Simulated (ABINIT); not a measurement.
Crystal: Cu.

```
CELL_PARAMETERS angstrom
2.53410 0.00000 0.00000
-1.26705 2.19459 0.00000
0.00000 0.00000 4.11257
ATOMIC_POSITIONS crystal
Cu 0.66667 0.33333 0.75000
Cu 0.33333 0.66667 0.25000
```

This isn't the form of Cu at room conditions, which is fcc.

- Program: ABINIT 10.8.3 (patched build)
- Task: single point
- Functional: PBEsol
- Potentials or basis: PseudoDojo NC SR PBEsol v0.4.1 standard
- Cutoff: 1252 eV
- k mesh: 12 × 12 × 7
- Occupations: fermi-dirac, width 0.05 eV
- Spin: no spin polarisation

On this cell: pressure -1.8 GPa; largest force under 0.003 eV/Å; band gap on the k mesh none (metal or under the smearing width).

The same run follows on a disturbed copy (atoms moved at random, drawn with an rms of 0.05 Å):

```xyz
2
Lattice="2.5341 0.0000 0.0000 -1.2670 2.1946 0.0000 0.0000 0.0000 4.1126" Properties=species:S:1:pos:R:3 pbc="T T T"
Cu    1.2532    0.7689    3.0594
Cu    0.0536    1.4636    1.0227
```

What changes?

The energy (extrapolated to zero smearing) moves by +2.9 meV/atom; pressure -1.7 GPa; largest force 0.198 eV/Å; band gap on the k mesh none (metal or under the smearing width).

Forces in eV/Å, atoms in the order of the input:
```
Cu   0.107 -0.059  0.156
Cu  -0.107  0.059 -0.156
```

Stress tensor (GPa, compression positive):
```
-1.45 -0.91  0.11
-0.91 -2.43 -0.06
 0.11 -0.06 -1.08
```
